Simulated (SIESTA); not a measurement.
PbS (Galena):

```xyz
2
Lattice="0.0000 2.9657 2.9657 2.9657 0.0000 2.9657 2.9657 2.9657 0.0000" Properties=species:S:1:pos:R:3 pbc="T T T"
Pb    0.0000    0.0000    0.0000
S     2.9657    2.9657    2.9657
```

Base run:

```yaml
Program: SIESTA 5.4.2
Functional: AM05
Potentials_or_basis: PseudoDojo 0.4 standard (PBEsol files)
Basis: DZP (energy shift 0.003 Ry; two zetas on semicore shells)
Grid_cutoff: 500 Ry
Energy_shift: 0.003 Ry
k_mesh: 8 × 8 × 8
Occupations: fermi-dirac, width 0.05 eV
Spin: no spin polarisation
```

Its results: band gap on the k mesh 0.38 eV, direct; pressure 0.5 GPa.

Problem. After a change of settings the same cell gave: band gap on the k mesh 0.32 eV, direct; pressure 0.0 GPa. Which change was it?
A. functional from AM05 to PBEsol
B. functional from AM05 to BLYP; potentials or basis from PseudoDojo 0.4 standard (PBEsol files) to PseudoDojo 0.4 standard (PBE files)
C. functional from AM05 to LDA; potentials or basis from PseudoDojo 0.4 standard (PBEsol files) to PseudoDojo 0.4 standard (LDA files)

Solution. A.

Caveats: spin-orbit coupling is left out, which as a rule narrows the gap of such compounds by several tenths of an eV; the basis of atomic orbitals isn't converged, which shifts pressures, moduli and gaps; the potentials were made for another functional, which shifts forces and pressure (some runs).

Not every run made on this cell is shown here.
